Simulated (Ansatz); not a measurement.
NaI: changes ranked by their effect on the pressure

```xyz
2
Lattice="0.0000 3.2364 3.2364 3.2364 0.0000 3.2364 3.2364 3.2364 0.0000" Properties=species:S:1:pos:R:3 pbc="T T T"
Na    0.0000    0.0000    0.0000
I     3.2364    3.2364    3.2364
```

Atom numbers follow the list: Na1, I2.

The cell is COD entry 9008681, as deposited and not checked against the literature; nothing was relaxed.

Method: Ansatz 0.2.0, DFT, PBE, all-electron LAPW, scalar-relativistic.

Settings: a Γ-centred 8×8×8 k mesh, Fermi–Dirac smearing of 0.02 eV, basis error target 1 meV/atom, no spin polarisation.

Spin–orbit coupling is off unless a change turns it on.

In this reference run the pressure is 0.4 GPa (positive in compression). Each change below is made alone, on the same k mesh, with fractional coordinates held unless an atom is moved; x, y and z are the Cartesian axes.

**Question.** One change shifts the pressure by -0.9 GPa. Which?
A. volume scaled by 1.02
B. functional pbesol
C. volume scaled by 0.98
D. functional lda
E. xy engineering shear strain of +2 %

**Answer.** B. The others give: xy engineering shear strain of +2 %, 0.0 GPa; volume scaled by 1.02, -0.3 GPa; functional lda, -2.1 GPa; volume scaled by 0.98, +0.4 GPa.
